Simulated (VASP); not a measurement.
# HfN (Fm-3m) in VASP: notebook

One crystal, HfN, is run at these levels: RPBE; tasks: relaxation of cell and atoms.

All numbers are computed with VASP 6.6.1; they aren't measurements. Logs are shortened: lines on timing, memory, paths and dates and some standing lists are left out, and cuts for length are marked.

## (1) The crystal as given

The structure is cubic, space group Fm-3m (No. 225). The conventional cell has a = 4.512 Å, b = 4.512 Å, c = 4.512 Å, α = 90.00°, β = 90.00°, γ = 90.00°. Hf (site symmetry m-3m) is surrounded by 6 N at 2.26 Å. N (site symmetry m-3m) has 6 Hf at 2.26 Å as nearest neighbours.

## (2) Relaxation of cell and atoms, RPBE

INCAR

```
ALGO = Normal ; EDIFF = 1E-6
EDIFFG = -0.01 ; ENCUT = 600
GGA = RP ; IBRION = 2
ISIF = 3 ; ISMEAR = 1
LASPH = True ; LCHARG = False
LREAL = False ; LWAVE = False
NELM = 80 ; NSW = 90
PREC = Accurate ; SIGMA = 0.1
```

KPOINTS

```
k-points
0
Gamma
  14 14 14
```

POSCAR

```
HfN
1.0
    0.0000000000      2.2560000000      2.2560000000
    2.2560000000      0.0000000000      2.2560000000
    2.2560000000      2.2560000000      0.0000000000
Hf N
1 1
Direct
    0.0000000000      0.0000000000      0.0000000000
    0.5000000000      0.5000000000      0.5000000000
```

Potentials or basis: VASP PAW PBE potentials, release 64 (Hf_pv, N).

On the command line:

```
> cat potpaw_PBE.64/Hf_pv/POTCAR potpaw_PBE.64/N/POTCAR > POTCAR
> mpirun -np 1 vasp_std > vasp.out
```

OUTCAR:

```text
EDIFF = 1E-6
   EDIFFG = -0.01
   ENCUT = 600
   GGA = RP
   IBRION = 2
   ISIF = 3
   ISMEAR = 1
   LASPH = True
   LREAL = False
   NELM = 80
   NSW = 90
   PREC = Accurate

 ion  position               nearest neighbor table
   1  0.000  0.000  0.000-   2 2.26   2 2.26   2 2.26   2 2.26   2 2.26   2 2.26
   2  0.500  0.500  0.500-   1 2.26   1 2.26   1 2.26   1 2.26   1 2.26   1 2.26

  LATTYP: Found a face centered cubic cell.
 ALAT       =     4.5120000000

  Lattice vectors:

 A1 = (   0.0000000000,   2.2560000000,   2.2560000000)
 A2 = (   2.2560000000,   0.0000000000,   2.2560000000)
 A3 = (   2.2560000000,   2.2560000000,   0.0000000000)

Analysis of symmetry for initial positions (statically):
=====================================================================
 Subroutine PRICEL returns:
 Original cell was already a primitive cell.

 Routine SETGRP: Setting up the symmetry group for a
 face centered cubic supercell.

 Subroutine GETGRP returns: Found 48 space group operations
 (whereof 48 operations were pure point group operations)
 out of a pool of 48 trial point group operations.

The static configuration has the point symmetry O_h .

Analysis of symmetry for dynamics (positions and initial velocities):
=====================================================================
 Subroutine PRICEL returns:
 Original cell was already a primitive cell.

 Routine SETGRP: Setting up the symmetry group for a
 face centered cubic supercell.

 Subroutine GETGRP returns: Found 48 space group operations
 (whereof 48 operations were pure point group operations)
 out of a pool of 48 trial point group operations.

The dynamic configuration has the point symmetry O_h .

 Subroutine INISYM returns: Found 48 space group operations
 (whereof 48 operations are pure point group operations),
 and found     1 'primitive' translations

----------------------------------------------------------------------------------------

                                     Primitive cell

  volume of cell :      22.9640

  direct lattice vectors                    reciprocal lattice vectors
     0.000000000  2.256000000  2.256000000    -0.221631206  0.221631206  0.221631206
     2.256000000  0.000000000  2.256000000     0.221631206 -0.221631206  0.221631206
     2.256000000  2.256000000  0.000000000     0.221631206  0.221631206 -0.221631206

  length of vectors
     3.190465797  3.190465797  3.190465797     0.383876509  0.383876509  0.383876509

  position of ions in fractional coordinates (direct lattice)
     0.000000000  0.000000000  0.000000000
     0.500000000  0.500000000  0.500000000

  ion indices of the primitive-cell ions
   primitive index   ion index
                 1           1
                 2           2

----------------------------------------------------------------------------------------

 KPOINTS: k-points

Automatic generation of k-mesh.
 Grid dimensions read from file:
 generate k-points for:   14   14   14

 Generating k-lattice:

  Cartesian coordinates                     Fractional coordinates (reciprocal lattice)
    -0.015830800  0.015830800  0.015830800     0.071428571  0.000000000  0.000000000
     0.015830800 -0.015830800  0.015830800     0.000000000  0.071428571  0.000000000
     0.015830800  0.015830800 -0.015830800     0.000000000  0.000000000  0.071428571

  Length of vectors
     0.027419751  0.027419751  0.027419751

  Shift w.r.t. Gamma in fractional coordinates (k-lattice)
     0.000000000  0.000000000  0.000000000

 Subroutine IBZKPT returns following result:
 ===========================================

 Found    104 irreducible k-points:

 Following reciprocal coordinates:
            Coordinates               Weight
  0.000000  0.000000  0.000000      1.000000
  0.071429  0.000000  0.000000      8.000000
  0.142857  0.000000  0.000000      8.000000
  0.214286  0.000000  0.000000      8.000000
  0.285714  0.000000  0.000000      8.000000
  0.357143  0.000000  0.000000      8.000000
[... 16 lines left out ...]
  0.214286  0.142857  0.000000     24.000000
  0.285714  0.142857  0.000000     24.000000
 [... further k-points ...]
   k-points           NKPTS =    104   k-points in BZ     NKDIM =    104   number of bands    NBANDS=     11
   number of dos      NEDOS =    301   number of ions     NIONS =      2
   total plane-waves  NPLWV =  21952
   dimension x,y,z NGX =    28 NGY =   28 NGZ =   28
   dimension x,y,z NGXF=    56 NGYF=   56 NGZF=   56
   ions per type =               1   1
   NGX,Y,Z   is equivalent  to a cutoff of  14.59, 14.59, 14.59 a.u.
   NGXF,Y,Z  is equivalent  to a cutoff of  29.18, 29.18, 29.18 a.u.
 SYSTEM =  unknown system
   PREC   = accura    normal or accurate (medium, high low for compatibility)
   ISTART =      0    job   : 0-new  1-cont  2-samecut
   ICHARG =      2    charge: 1-file 2-atom 10-const
   ISPIN  =      1    spin polarized calculation?
   LNONCOLLINEAR =      F non collinear calculations
   LSORBIT =      F    spin-orbit coupling
   LASPH  =      T    aspherical Exc in radial PAW
   ENCUT  =  600.0 eV  44.10 Ry    6.64 a.u.   6.37  6.37  6.37*2*pi/ulx,y,z
   NELM   =     80;   NELMIN=  2; NELMDL= -5     # of ELM steps
   EDIFF  = 0.1E-05   stopping-criterion for ELM
   LREAL  =      F    real-space projection
   EDIFFG = -.1E-01   stopping-criterion for IOM
   NSW    =     90    number of steps for IOM
   IBRION =      2    ionic relax: 0-MD 1-quasi-New 2-CG
   NFREE  =      1    steps in history (QN), initial steepest desc. (CG)
   ISIF   =      3    stress and relaxation
   ISYM   =      2    0-nonsym 1-usesym 2-fastsym
   POTIM  = 0.5000    time-step for ionic-motion
   TEBEG  =    0.0;   TEEND  =   0.0 temperature during run
   PSTRESS=    0.0 pullay stress
   NELECT =      15.0000    total number of electrons
   NUPDOWN=      -1.0000    fix difference up-down
   EMIN   =  10.00;   EMAX   =-10.00  energy-range for DOS
   EFERMI =   0.00;   METHOD = LEGACY
   ISMEAR =     1;   SIGMA  =   0.10  broadening in eV -4-tet -1-fermi 0-gaus
   EFERMI_NEDOS =   21; number of points for ismear=-14 and -15
   IALGO  =     38    algorithm
   IMIX   =      4    mixing-type and parameters
     AMIX     =   0.40;   BMIX     =  1.00
     AMIX_MAG =   1.60;   BMIX_MAG =  1.00
  volume/ion in A,a.u.               =      11.48        77.48
  Fermi-wavevector in a.u.,A,eV,Ry     =   1.420440  2.684242 27.451783  2.017649
  Thomas-Fermi vector in A             =   2.541355
   LORBIT       =      0    0 simple, 1 ext, 2 COOP (PROOUT), +10 PAW based schemes
   GGA     = RP    functional components
   LHFCALC =     F    Hartree Fock is set to
   AEXX    =    0.0000 exact exchange contribution
   IVDW    =     0    specifies the selected vdW correction
   LEPSILON=     F    determine dielectric tensor
   LRPA    =     F    only Hartree local field effects (RPA)
 conjugate gradient relaxation of ions
 non-spin polarized calculation
 Methfessel and Paxton  Order N= 1 SIGMA  =   0.10
  energy-cutoff  :      600.00
  volume of cell :       22.96
 maximum number of plane-waves:       779
 NGX is ok and might be reduce to    28
   NGX = 13   NGY = 13   NGZ = 13

--------------------------------------- Ionic step        1  -------------------------------------------

 number of electron      15.0000002 magnetization

 Free energy of the ion-electron system (eV)
  ---------------------------------------------------
  ext. energy  EPLUGINS =         0.00000000
  ---------------------------------------------------
  free energy    TOTEN  =       -20.75161206 eV

  energy without entropy =      -20.75112259  energy(sigma->0) =      -20.75144890

------------------------ aborting loop because EDIFF is reached ----------------------------------------

  FORCE on cell =-STRESS in cart. coord.  units (eV):
  Direction    XX          YY          ZZ          XY          YZ          ZX
  --------------------------------------------------------------------------------------
  -------------------------------------------------------------------------------------
  Total        1.2479499      1.2479499      1.2479499     -0.0000000      0.0000000     -0.0000000
  in kB       87.0683775     87.0683775     87.0683775     -0.0000000      0.0000000     -0.0000000
  external PRESSURE =      87.0683775 kB  Pullay stress =       0.0000000 kB

 VOLUME and BASIS-vectors are now :
 -----------------------------------------------------------------------------
  energy-cutoff  :      600.00
  volume of cell :       22.96
      direct lattice vectors                 reciprocal lattice vectors
     0.000000000  2.256000000  2.256000000    -0.221631206  0.221631206  0.221631206
     2.256000000  0.000000000  2.256000000     0.221631206 -0.221631206  0.221631206
     2.256000000  2.256000000  0.000000000     0.221631206  0.221631206 -0.221631206
[... 37 lines left out ...]
 POSITION                                       TOTAL-FORCE (eV/Angst)
 -----------------------------------------------------------------------------------
      4.64782      2.32391      2.32391         0.000000     -0.000000      0.000000
      2.32391      2.32391      2.32391        -0.000000      0.000000     -0.000000
 -----------------------------------------------------------------------------------
    total drift:                                0.000000      0.000000      0.000000

  FREE ENERGIE OF THE ION-ELECTRON SYSTEM (eV)
  ---------------------------------------------------
  free  energy   TOTEN  =       -20.7115546227 eV

  energy  without entropy=      -20.7107240565  energy(sigma->0) =      -20.71127777

--------------------------------------- Ionic step        3  -------------------------------------------

 number of electron      14.9999999 magnetization

 Free energy of the ion-electron system (eV)
  ---------------------------------------------------
  ext. energy  EPLUGINS =         0.00000000
  ---------------------------------------------------
  free energy    TOTEN  =       -20.77109441 eV

  energy without entropy =      -20.77050442  energy(sigma->0) =      -20.77089774

 E-fermi :   8.2610     XC(G=0): -12.5078

 val. band max:        8.2406172599   @ k =   0.5000   0.2143   0.0000
 cond. band min:       8.2768279377   @ k =   0.1429   0.0000   0.0000
 fundamental gap:      0.0362106778
 Fermi energy:         8.2609936320

 k-point     1 :       0.0000    0.0000    0.0000
  band No.  band energies     occupation
      1     -23.0546      2.00000
      2     -23.0546      2.00000
      3     -23.0546      2.00000
      4      -9.1619      2.00000
      5       5.2479      2.00000
      6       5.2479      2.00000
      7       5.2479      2.00000
      8       7.9464      2.00008
      9       7.9464      2.00008
     10       7.9464      2.00008
     11       9.7667     -0.00000

 k-point     2 :       0.0714    0.0000    0.0000
  band No.  band energies     occupation
      1     -23.1009      2.00000
      2     -23.0586      2.00000
      3     -23.0586      2.00000
      4      -9.0523      2.00000
      5       4.7371      2.00000
      6       4.9624      2.00000
      7       4.9624      2.00000
      8       8.0725      2.02280
      9       8.1135      2.05752
     10       8.1135      2.05752
     11      10.1531     -0.00000
[... 295 lines left out ...]
 k-point    24 :       0.2857    0.1429    0.0000
  band No.  band energies     occupation
      1     -23.4842      2.00000
      2     -23.1545      2.00000
      3     -23.1411      2.00000
      4      -7.9836      2.00000
      5       1.6128      2.00000
      6       3.5339      2.00000
      7       3.9028      2.00000
      8       7.2528      2.00000
      9      10.5742      0.00000
     10      10.7063      0.00000
     11      11.8663      0.00000

 [... further k-points ...]

------------------------ aborting loop because EDIFF is reached ----------------------------------------

  FORCE on cell =-STRESS in cart. coord.  units (eV):
  Direction    XX          YY          ZZ          XY          YZ          ZX
  --------------------------------------------------------------------------------------
  -------------------------------------------------------------------------------------
  Total       -0.0187078     -0.0187078     -0.0187078      0.0000000     -0.0000000     -0.0000000
  in kB       -1.2638426     -1.2638426     -1.2638426      0.0000000     -0.0000000     -0.0000000
  external PRESSURE =      -1.2638426 kB  Pullay stress =       0.0000000 kB

 VOLUME and BASIS-vectors are now :
 -----------------------------------------------------------------------------
  energy-cutoff  :      600.00
  volume of cell :       23.72
      direct lattice vectors                 reciprocal lattice vectors
    -0.000000000  2.280361613  2.280361613    -0.219263470  0.219263470  0.219263470
     2.280361613  0.000000000  2.280361613     0.219263470 -0.219263470  0.219263470
     2.280361613  2.280361613  0.000000000     0.219263470  0.219263470 -0.219263470

 POSITION                                       TOTAL-FORCE (eV/Angst)
 -----------------------------------------------------------------------------------
     -0.00000      0.00000      0.00000         0.000000      0.000000     -0.000000
      2.28036      2.28036      2.28036        -0.000000      0.000000      0.000000
 -----------------------------------------------------------------------------------
    total drift:                                0.000000      0.000000      0.000000

  FREE ENERGIE OF THE ION-ELECTRON SYSTEM (eV)
  ---------------------------------------------------
  free  energy   TOTEN  =       -20.7710944073 eV

  energy  without entropy=      -20.7705044159  energy(sigma->0) =      -20.77089774

 reached required accuracy - stopping structural energy minimisation
```

Run time: 40 s. Hardware: 1 thread of Intel Xeon 6975P-C (Granite Rapids), shared host; peak memory 0.19 GiB.

Results:

| Item | Value |
| --- | --- |
| Free energy | -20.7711 eV |
| Relaxed volume | 11.86 Å³/atom |
| Relaxed cell | a = 3.225 Å, b = 3.225 Å, c = 3.225 Å, α = 60.00°, β = 60.00°, γ = 60.00° |
| Space group after relaxing (to 0.05 Å) | Fm-3m (No. 225) |
| Energy gained by relaxing | 9.7 meV/atom |
| Ionic steps | 3 |
| Pressure after relaxing | -0.1 GPa |
| Band gap on the k mesh | none (metal or under the smearing width) |

Step by step:
```tsv
step	energy change (eV)	largest force (eV/Å)	pressure (GPa)	volume (Å³)
1	0.0000	0.0000	8.71	22.96
2	0.0401	0.0000	-12.97	25.10
3	-0.0195	0.0000	-0.13	23.72
```

Final structure:
```cif
data_structure
_symmetry_space_group_name_H-M 'P 1'
_symmetry_Int_Tables_number 1
_cell_length_a 3.2249
_cell_length_b 3.2249
_cell_length_c 3.2249
_cell_angle_alpha 60.000
_cell_angle_beta 60.000
_cell_angle_gamma 60.000
_cell_volume 23.72
loop_
_atom_site_label
_atom_site_type_symbol
_atom_site_fract_x
_atom_site_fract_y
_atom_site_fract_z
_atom_site_occupancy
Hf1 Hf 0.00000 0.00000 0.00000 1
N1 N 0.50000 0.50000 0.50000 1
```

Caveat: the PAW data sets were made with another functional, which shifts forces and pressure a little.

## (3) Relaxation of cell and atoms, RPBE

This run uses another cell than the first one, of 11.86 Å³/atom, 1.033 times its volume.

INCAR, as its differences from that of step 2:

```diff
@@ -1,3 +1,3 @@
-ALGO = Normal ; EDIFF = 1E-6
-EDIFFG = -0.01 ; ENCUT = 600
+ALGO = Normal ; EDIFF = 1E-7
+EDIFFG = -0.005 ; ENCUT = 600
 GGA = RP ; IBRION = 2
```

KPOINTS is that of step 2.

POSCAR

```
HfN                                     
1.0
   -0.0000000000      2.2803616132      2.2803616132
    2.2803616132      0.0000000000      2.2803616132
    2.2803616132      2.2803616132      0.0000000000
  Hf              N             
     1     1
Direct
     0.0000000000000000    0.0000000000000000    0.0000000000000000
     0.5000000000000000    0.5000000000000000    0.5000000000000000
```

Potentials or basis: VASP PAW PBE potentials, release 64 (Hf_pv, N).

On the command line:

```
> cat potpaw_PBE.64/Hf_pv/POTCAR potpaw_PBE.64/N/POTCAR > POTCAR
> mpirun -np 1 vasp_std > vasp.out
```

Wall time 36 s (1 thread of Intel Xeon 6975P-C (Granite Rapids), shared host); peak memory 0.19 GiB.

It converged, with:

```
Free energy                            : -20.7719 eV
Relaxed volume                         : 11.85 Å³/atom
Relaxed cell                           : a = 3.224 Å, b = 3.224 Å, c = 3.224 Å, α = 60.00°, β = 60.00°, γ = 60.00°
Space group after relaxing (to 0.05 Å) : Fm-3m (No. 225)
Energy gained by relaxing              : 0.0 meV/atom
Ionic steps                            : 3
Pressure after relaxing                : 0.0 GPa
Band gap on the k mesh                 : none (metal or under the smearing width)
```

Final structure:
```cif
data_structure
_symmetry_space_group_name_H-M 'P 1'
_symmetry_Int_Tables_number 1
_cell_length_a 3.2242
_cell_length_b 3.2242
_cell_length_c 3.2242
_cell_angle_alpha 60.000
_cell_angle_beta 60.000
_cell_angle_gamma 60.000
_cell_volume 23.70
loop_
_atom_site_label
_atom_site_type_symbol
_atom_site_fract_x
_atom_site_fract_y
_atom_site_fract_z
_atom_site_occupancy
Hf1 Hf 0.00000 0.00000 0.00000 1
N1 N 0.50000 0.50000 0.50000 1
```

Levels at points of the mesh, in eV from the Fermi level:
| k point | band 6 | band 7 | band 8 | band 9 | band 10 | band 11 |
| --- | --- | --- | --- | --- | --- | --- |
| (0.00, 0.00, 0.00) | -3.01 | -3.01 | -0.32 | -0.32 | -0.32 | 1.51 |
| (0.50, 0.00, 0.00) | -6.05 | -6.05 | 3.17 | 3.58 | 3.58 | 4.25 |
| (0.50, 0.50, 0.00) | -3.70 | -3.70 | -3.68 | 3.96 | 5.26 | 5.32 |

Caveat: the PAW data sets were made with another functional, which shifts forces and pressure a little.
